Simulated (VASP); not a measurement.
# Ta (P6_3/mmc) in VASP: single point with HSE06

Aim: the single point of Ta with HSE06.

Everything below comes from runs of VASP 6.6.1. Logs are shortened: lines on timing, memory, paths and dates and some standing lists are left out, and cuts for length are marked.

**1. The crystal as given**

It takes space group P6_3/mmc (No. 194, hexagonal). Conventional cell: a = 2.867 Å, b = 2.867 Å, c = 5.093 Å, α = 90.00°, β = 90.00°, γ = 120.00°. Around Ta (site symmetry -6m2) lie 12 Ta at 2.87 to 3.04 Å.

This isn't the form of Ta at room conditions, which is bcc.

**2. Single point, HSE06**

The input, POSCAR:

```
Ta
1.0
    2.8669300000      0.0000000000      0.0000000000
   -1.4334700000      2.4828300000      0.0000000000
    0.0000000000      0.0000000000      5.0933200000
Ta
2
Direct
    0.3333300000      0.6666700000      0.2500000000
    0.6666700000      0.3333300000      0.7500000000
```

The input, INCAR.step1:

```
  PREC = Accurate
  ENCUT = 520
  EDIFF = 1E-5
  ISMEAR = 0
  SIGMA = 0.1
  LREAL = F
  LASPH = T
  NELM = 60
  ALGO = Normal
  ISIF = 2
  LWAVE = T
  LCHARG = F
  NBANDS = 18
  GGA = PE
```

The input, INCAR.step2:

```
  PREC = Accurate
  ENCUT = 520
  EDIFF = 1E-6
  ISMEAR = 0
  SIGMA = 0.1
  LREAL = F
  LASPH = T
  NELM = 60
  ALGO = Normal
  ISIF = 2
  LWAVE = F
  LCHARG = F
  GGA = PE
  LHFCALC = T
  HFSCREEN = 0.2
  PRECFOCK = Fast
  NBANDS = 18
  ISTART = 1
```

The input, KPOINTS:

```
regular mesh
0
Gamma
  9 9 4
```

Potentials or basis: VASP PAW PBE potentials, release 64 (Ta_pv).

Command:

```
$ cat potpaw_PBE.64/Ta_pv/POTCAR > POTCAR
$ cp INCAR.step1 INCAR
$ mpirun -np 1 vasp_std > vasp.out
$ cp INCAR.step2 INCAR
$ mpirun -np 1 vasp_std > vasp.out
```

OUTCAR:

```text
PREC = Accurate
   ENCUT = 520
   EDIFF = 1E-6
   ISMEAR = 0
   LREAL = F
   LASPH = T
   NELM = 60
   ISIF = 2
   GGA = PE
   LHFCALC = T
   HFSCREEN = 0.2
   PRECFOCK = Fast
   ISTART = 1

 ion  position               nearest neighbor table
   1  0.333  0.667  0.250-   2 3.04   2 3.04   2 3.04   2 3.04   2 3.04   2 3.04
   2  0.667  0.333  0.750-   1 3.04   1 3.04   1 3.04   1 3.04   1 3.04   1 3.04

  LATTYP: Found a hexagonal cell.
 ALAT       =     2.8669300000
 C/A-ratio  =     1.7765763378

  Lattice vectors:

 A1 = (   2.8669300000,   0.0000000000,   0.0000000000)
 A2 = (  -1.4334700000,   2.4828300000,   0.0000000000)
 A3 = (   0.0000000000,   0.0000000000,   5.0933200000)

Analysis of symmetry for initial positions (statically):
=====================================================================
 Subroutine PRICEL returns:
 Original cell was already a primitive cell.

 Routine SETGRP: Setting up the symmetry group for a
 hexagonal supercell.

 Subroutine GETGRP returns: Found  8 space group operations
 (whereof  4 operations were pure point group operations)
 out of a pool of 24 trial point group operations.

The static configuration has the point symmetry C_2h.
 The point group associated with its full space group is D_2h.

Analysis of symmetry for dynamics (positions and initial velocities):
=====================================================================
 Subroutine PRICEL returns:
 Original cell was already a primitive cell.

 Routine SETGRP: Setting up the symmetry group for a
 hexagonal supercell.

 Subroutine GETGRP returns: Found  8 space group operations
 (whereof  4 operations were pure point group operations)
 out of a pool of 24 trial point group operations.

The dynamic configuration has the point symmetry C_2h.
 The point group associated with its full space group is D_2h.

 Subroutine INISYM returns: Found  8 space group operations
 (whereof  4 operations are pure point group operations),
 and found     1 'primitive' translations

----------------------------------------------------------------------------------------

                                     Primitive cell

  volume of cell :      36.2548

  direct lattice vectors                    reciprocal lattice vectors
     2.866930000  0.000000000  0.000000000     0.348805168  0.201383802  0.000000000
    -1.433470000  2.482830000  0.000000000     0.000000000  0.402766198  0.000000000
     0.000000000  0.000000000  5.093320000     0.000000000  0.000000000  0.196335593

  length of vectors
     2.866930000  2.866928853  5.093320000     0.402766037  0.402766198  0.196335593

  position of ions in fractional coordinates (direct lattice)
     0.333330000  0.666670000  0.250000000
     0.666670000  0.333330000  0.750000000

  ion indices of the primitive-cell ions
   primitive index   ion index
                 1           1
                 2           2

----------------------------------------------------------------------------------------

 KPOINTS: regular mesh

Automatic generation of k-mesh.
 Grid dimensions read from file:
 generate k-points for:    9    9    4

 Generating k-lattice:

  Cartesian coordinates                     Fractional coordinates (reciprocal lattice)
     0.038756130  0.022375978  0.000000000     0.111111111  0.000000000  0.000000000
     0.000000000  0.044751800  0.000000000     0.000000000  0.111111111  0.000000000
     0.000000000  0.000000000  0.049083898     0.000000000  0.000000000  0.250000000

  Length of vectors
     0.044751782  0.044751800  0.049083898

  Shift w.r.t. Gamma in fractional coordinates (k-lattice)
     0.000000000  0.000000000  0.000000000

 Subroutine IBZKPT returns following result:
 ===========================================

 Found     75 irreducible k-points:

 Following reciprocal coordinates:
            Coordinates               Weight
  0.000000  0.000000  0.000000      1.000000
  0.111111 -0.000000  0.000000      4.000000
 -0.111111  0.111111  0.000000      2.000000
  0.222222  0.000000  0.000000      4.000000
 -0.222222  0.222222  0.000000      2.000000
  0.333333  0.000000  0.000000      4.000000
[... 16 lines left out ...]
 -0.222222 -0.444444  0.000000      4.000000
  0.444444  0.333333  0.000000      4.000000
 [... further k-points ...]
   k-points           NKPTS =     75   k-points in BZ     NKDIM =    324   number of bands    NBANDS=     18
   number of dos      NEDOS =    301   number of ions     NIONS =      2
   total plane-waves  NPLWV =  23040
   dimension x,y,z NGX =    24 NGY =   24 NGZ =   40
   dimension x,y,z NGXF=    48 NGYF=   48 NGZF=   80
   ions per type =               2
   NGX,Y,Z   is equivalent  to a cutoff of  13.92, 13.92, 13.06 a.u.
   NGXF,Y,Z  is equivalent  to a cutoff of  27.83, 27.83, 26.11 a.u.
 SYSTEM =  unknown system
   PREC   = accura    normal or accurate (medium, high low for compatibility)
   ISTART =      1    job   : 0-new  1-cont  2-samecut
   ICHARG =      0    charge: 1-file 2-atom 10-const
   ISPIN  =      1    spin polarized calculation?
   LNONCOLLINEAR =      F non collinear calculations
   LSORBIT =      F    spin-orbit coupling
   LASPH  =      T    aspherical Exc in radial PAW
   ENCUT  =  520.0 eV  38.22 Ry    6.18 a.u.   5.33  5.33  9.47*2*pi/ulx,y,z
   NELM   =     60;   NELMIN=  2; NELMDL=  0     # of ELM steps
   EDIFF  = 0.1E-05   stopping-criterion for ELM
   LREAL  =      F    real-space projection
   EDIFFG = 0.1E-04   stopping-criterion for IOM
   NSW    =      0    number of steps for IOM
   IBRION =     -1    ionic relax: 0-MD 1-quasi-New 2-CG
   NFREE  =      0    steps in history (QN), initial steepest desc. (CG)
   ISIF   =      2    stress and relaxation
   ISYM   =      3    0-nonsym 1-usesym 2-fastsym
   POTIM  = 0.5000    time-step for ionic-motion
   TEBEG  =    0.0;   TEEND  =   0.0 temperature during run
   PSTRESS=    0.0 pullay stress
   NELECT =      22.0000    total number of electrons
   NUPDOWN=      -1.0000    fix difference up-down
   EMIN   =  10.00;   EMAX   =-10.00  energy-range for DOS
   EFERMI =   0.00;   METHOD = LEGACY
   ISMEAR =     0;   SIGMA  =   0.10  broadening in eV -4-tet -1-fermi 0-gaus
   EFERMI_NEDOS =   21; number of points for ismear=-14 and -15
   IALGO  =     38    algorithm
   IMIX   =      1    mixing-type and parameters
     AMIX     =   0.40;   BMIX     =  1.00
     AMIX_MAG =   1.60;   BMIX_MAG =  1.00
  volume/ion in A,a.u.               =      18.13       122.33
  Fermi-wavevector in a.u.,A,eV,Ry     =   1.385992  2.619145 26.136434  1.920974
  Thomas-Fermi vector in A             =   2.510350
   LORBIT       =      0    0 simple, 1 ext, 2 COOP (PROOUT), +10 PAW based schemes
   GGA     = PE    functional components
   LHFCALC =     T    Hartree Fock is set to
   PRECFOCK=fast      Normal, Fast or Accurate (Low or Medium for compatibility)
   ENCUT4O =  -1.0   cutoff for four orbital integrals eV
   NKREDX  =     1    reduce k-point grid by
   NKREDY  =     1    reduce k-point grid by
   NKREDZ  =     1    reduce k-point grid by
   AEXX    =    0.2500 exact exchange contribution
   HFSCREEN=    0.2000 screening length (either q_TF or 0.3 A-1)
   HFSCREENC=   0.2000 screening length for correlation (either q_TF or 0.3 A-1)
   ENCUTFOCK=  -1.0 apply spherical cutoff to Coloumb kernel
   IVDW    =     0    specifies the selected vdW correction
   LEPSILON=     F    determine dielectric tensor
   LRPA    =     F    only Hartree local field effects (RPA)
 non-spin polarized calculation
 Gauss-broadening in eV      SIGMA  =   0.10
  energy-cutoff  :      520.00
  volume of cell :       36.25
 maximum number of plane-waves:       991
 NGX is ok and might be reduce to    24
  NGX = 12; NGY = 12; NGZ = 24

 number of electron      22.0000000 magnetization

 Free energy of the ion-electron system (eV)
  ---------------------------------------------------
  ext. energy  EPLUGINS =         0.00000000
  ---------------------------------------------------
  free energy    TOTEN  =       -26.44263134 eV

  energy without entropy =      -26.43296637  energy(sigma->0) =      -26.43779886

 E-fermi :   5.7569     XC(G=0): -10.2660

 val. band max:        5.7486004679   @ k =  -0.4444   0.3333   0.2500
 cond. band min:       5.7885022751   @ k =   0.3333   0.2222   0.0000
 fundamental gap:      0.0399018072
 Fermi energy:         5.7569013024

 k-point     1 :       0.0000    0.0000    0.0000
  band No.  band energies     occupation
      1     -31.3834      2.00000
      2     -30.3031      2.00000
      3     -30.2140      2.00000
      4     -30.2140      2.00000
      5     -30.1151      2.00000
      6     -30.1150      2.00000
[... 10 lines left out ...]
     17      11.9650      0.00000
     18      11.9652      0.00000

 k-point     2 :       0.1111   -0.0000    0.0000
  band No.  band energies     occupation
      1     -31.3303      2.00000
      2     -30.3717      2.00000
      3     -30.3086      2.00000
      4     -30.2773      2.00000
      5     -30.2540      2.00000
      6     -30.1425      2.00000
[... 10 lines left out ...]
     17      12.1784      0.00000
     18      12.9272      0.00000

 k-point     3 :      -0.1111    0.1111    0.0000
  band No.  band energies     occupation
      1     -31.3303      2.00000
      2     -30.3717      2.00000
      3     -30.3086      2.00000
      4     -30.2773      2.00000
      5     -30.2540      2.00000
      6     -30.1425      2.00000
[... 10 lines left out ...]
     17      12.1785      0.00000
     18      12.9271      0.00000

 k-point     4 :       0.2222    0.0000    0.0000
  band No.  band energies     occupation
      1     -31.1863      2.00000
      2     -30.7657      2.00000
      3     -30.6637      2.00000
      4     -30.3514      2.00000
      5     -30.3307      2.00000
      6     -30.2140      2.00000
[... 375 lines left out ...]
      4     -30.7398      2.00000
      5     -30.6869      2.00000
      6     -30.5024      2.00000
[... 10 lines left out ...]
     17      14.9329      0.00000
     18      15.2322      0.00000

 k-point    23 :      -0.2222   -0.4444    0.0000
  band No.  band energies     occupation
      1     -31.3128      2.00000
      2     -31.1861      2.00000
      3     -30.8351      2.00000
      4     -30.7399      2.00000
      5     -30.6869      2.00000
      6     -30.5024      2.00000
[... 10 lines left out ...]
     17      14.9329      0.00000
     18      15.2321      0.00000

 k-point    24 :       0.4444    0.3333    0.0000
  band No.  band energies     occupation
      1     -31.3128      2.00000
      2     -31.1861      2.00000
      3     -30.8351      2.00000
      4     -30.7399      2.00000
      5     -30.6869      2.00000
      6     -30.5023      2.00000
[... 10 lines left out ...]
     17      14.9328      0.00000
     18      15.2322      0.00000

 [... further k-points ...]

------------------------ aborting loop because EDIFF is reached ----------------------------------------

  FORCE on cell =-STRESS in cart. coord.  units (eV):
  Direction    XX          YY          ZZ          XY          YZ          ZX
  --------------------------------------------------------------------------------------
  -------------------------------------------------------------------------------------
  Total        0.6235636      0.6207603      0.9159437     -0.0024271      0.0000000      0.0000000
  in kB       27.5566423     27.4327602     40.4775586     -0.1072591      0.0000000      0.0000000
  external PRESSURE =      31.8223204 kB  Pullay stress =       0.0000000 kB

 VOLUME and BASIS-vectors are now :
 -----------------------------------------------------------------------------
  energy-cutoff  :      520.00
  volume of cell :       36.25
      direct lattice vectors                 reciprocal lattice vectors
     2.866930000  0.000000000  0.000000000     0.348805168  0.201383802  0.000000000
    -1.433470000  2.482830000  0.000000000     0.000000000  0.402766198  0.000000000
     0.000000000  0.000000000  5.093320000     0.000000000  0.000000000  0.196335593

 POSITION                                       TOTAL-FORCE (eV/Angst)
 -----------------------------------------------------------------------------------
     -0.00002      1.65523      1.27333         0.000006     -0.000003      0.000000
      1.43348      0.82760      3.81999        -0.000006      0.000003     -0.000000
 -----------------------------------------------------------------------------------
    total drift:                               -0.000000      0.000000     -0.000000

  FREE ENERGIE OF THE ION-ELECTRON SYSTEM (eV)
  ---------------------------------------------------
  free  energy   TOTEN  =       -26.4426313402 eV

  energy  without entropy=      -26.4329663722  energy(sigma->0) =      -26.43779886
```

Run time: 3 h. Hardware: 1 thread of AMD EPYC 7R13 (Zen 3), shared host; peak memory 0.29 GiB.

What came out:

```
Free energy            : -26.4426 eV
Pressure               : 3.2 GPa
Band gap on the k mesh : none (metal or under the smearing width)
```

Stress tensor (GPa, compression positive):
```
 2.76 -0.01  0.00
-0.01  2.74  0.00
 0.00  0.00  4.05
```

Levels at points of the mesh, in eV from the Fermi level:
```
           k point  band 7  band 8  band 9  band 10  band 11  band 12  band 13  band 14  band 15  band 16
(0.00, 0.00, 0.00)   -9.51   -5.87   -0.76    -0.47     0.95     0.95     1.67     1.67     3.83     3.83
(0.00, 0.00, 0.50)   -7.41   -7.41   -1.61    -1.61     1.05     1.05     1.05     1.05     5.44     5.44
```

Caveat: the PAW data sets were made with another functional, which shifts forces and pressure a little.
